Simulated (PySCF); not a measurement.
Predicted microwave data (PBE0/pcSseg-1 in PySCF (dipole) on a GFN2-xTB geometry, gas phase) for one isomer of C7H6O:

* Rotational constants: A = 5309, B = 1581, C = 1218 MHz
* Dipole components: |μa| = 3.16 D, |μb| = 1.20 D, |μc| = 0.00 D
* Inertial defect: 0.00 u·Å²
* κ: -0.82

Question: Which structure is it? (One computed conformer of each.)
A. `[CH:1]#[C:2][C:3]#[C:4][CH2:5][C:6]([CH3:7])=[O:8]` with C4–C5–C6–C7 -48°
B. `[O:1]=[CH:2][c:3]1[cH:4][cH:5][cH:6][cH:7][cH:8]1` with O1–C2–C3–C4 180°

Answer: B. It is O=Cc1ccccc1, an asymmetric top, point group Cs. The candidates at the same level (rigid rotor, commonest isotopes):

```
       SMILES  A (MHz)  B (MHz)  C (MHz)  μa (D)  μb (D)  μc (D)  Δ (u·Å²)  point group                        rotor
C#CC#CCC(C)=O     6187    842.0    787.7    1.36    0.78    1.72    -40.30           C1  near-prolate asymmetric top
  O=Cc1ccccc1     5309     1581     1218    3.16    1.20    0.00      0.00           Cs               asymmetric top
```

`C#CC#CCC(C)=O` has B 47 % too low. In the right answer the mirror of this Cs structure is the ab plane, so μc vanishes by symmetry. No structure here is proved a minimum.
